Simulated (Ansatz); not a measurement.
## KI, space group Cmcm: densities of the highest filled and lowest empty bands, step by step

Computed with the Python package of Ansatz (0.2.0).

Interactive session:
```pycon
>>> import itertools
>>> import ansatz as az
>>> import numpy as np
>>> lattice = az.Lattice.of(
...     (2.51266, -4.255227, 0.0),
...     (2.51266, 4.255227, 0.0),
...     (0.0, 0.0, 8.676589),
... )
>>> sites = [
...     ("K", (0.5, 0.5, 0.5)),
...     ("K", (0.5, 0.5, 0.0)),
...     ("I", (0.84023, 0.15977, 0.25)),
...     ("I", (0.15977, 0.84023, 0.75)),
... ]
>>> structure = az.Crystal(lattice=lattice)
>>> for symbol, position in sites:
...     structure = structure.atom(symbol, position)
...
>>> len(structure.resolved().sites)
4
>>> model = structure.calculation()
>>> model = model.kpoints(mesh=(4, 4, 2))
>>> model = model.basis(600)
>>> model = model.functional("r2scan").occupations("fixed")
>>> model = model.band_densities([("v2", "v1"), ("c1", "c2")])
>>> def show(event):
...     row = event["data"]
...     if event["event"] == "scf_iter" and row.get("harris_foulkes_ev") is not None:
...         print(f"  iteration {row['iter']:3d}  Harris-Foulkes {row['harris_foulkes_ev']:.5f} eV  residual {row['dr2_ev']:.2e}")
...
>>> outcome = model.session().plan().execute(on_event=show)
  iteration   1  Harris-Foulkes -18147.73294 eV  residual 6.79e-03
  iteration   2  Harris-Foulkes -18147.75067 eV  residual 1.44e-03
  iteration   3  Harris-Foulkes -18147.75074 eV  residual 6.81e-05
  iteration   4  Harris-Foulkes -18147.75086 eV  residual 2.28e-05
  iteration   5  Harris-Foulkes -18147.75085 eV  residual 1.25e-06
  iteration   6  Harris-Foulkes -18147.75085 eV  residual 2.08e-08
>>> data = outcome.report
>>> data["kweights"]
[0.03125, 0.03125, 0.125, 0.125, 0.0625, 0.0625, 0.0625, 0.0625, 0.125, 0.125, 0.0625, 0.0625, 0.03125, 0.03125]
>>> # share of each window within a sphere about each atom, summed on the grid
>>> cell = np.asarray(outcome.lattice.cell_ang)
>>> for names, window in zip([("v2", "v1"), ("c1", "c2")], outcome.band_densities().windows):
...     density = window.outcome.density
...     rho = density.channels[0].density_e_per_ang3
...     axes = density.fft_grid_basis @ cell
...     points = np.stack(np.meshgrid(*(np.arange(n) / n for n in rho.shape), indexing="ij"), axis=-1)
...     print("bands", names, "electrons", np.round(window.outcome.n_electrons, 3), "peak", round(float(rho.max()), 3), "e/A^3")
...     for index, site in enumerate(outcome.lattice.sites):
...         offset = points - np.asarray(site.position_ang) @ np.linalg.inv(axes)
...         offset -= np.round(offset)
...         distance = np.min([np.linalg.norm((offset + image) @ axes, axis=-1) for image in itertools.product((-1, 0, 1), repeat=3)], axis=0)
...         print(f"   {index} {site.symbol:2s} {100 * rho[distance < 0.8].sum() / rho.sum():5.1f} % within 0.8 A")
...
bands ('v2', 'v1') electrons [4.] peak 0.191 e/A^3
   0 K    0.3 % within 0.8 A
   1 K    0.3 % within 0.8 A
   2 I    6.1 % within 0.8 A
   3 I    6.1 % within 0.8 A
bands ('c1', 'c2') electrons [4.] peak 0.072 e/A^3
   0 K    2.1 % within 0.8 A
   1 K    2.1 % within 0.8 A
   2 I    1.5 % within 0.8 A
   3 I    1.5 % within 0.8 A
```

What to keep in mind:
- Absolute energies stand on the zero of these potentials, so only differences at equal settings mean something. A total without «per atom» is that of the cell as typed.
- This cell is a computed structure, which may not be the phase found in nature.
- The windows are summed over all k-points with every state counted as full, the empty ones too; where a window cuts a degenerate level its bands share the weight. Values near the nuclei depend on the potentials. Spheres that overlap count density twice, so shares are no populations.
- Wall time of the script: 14 s on 1 thread of Arm Neoverse V2, on a shared host, peak memory 0.87 GiB.

(Lines on the test bed's own set-up are left out of the output.)
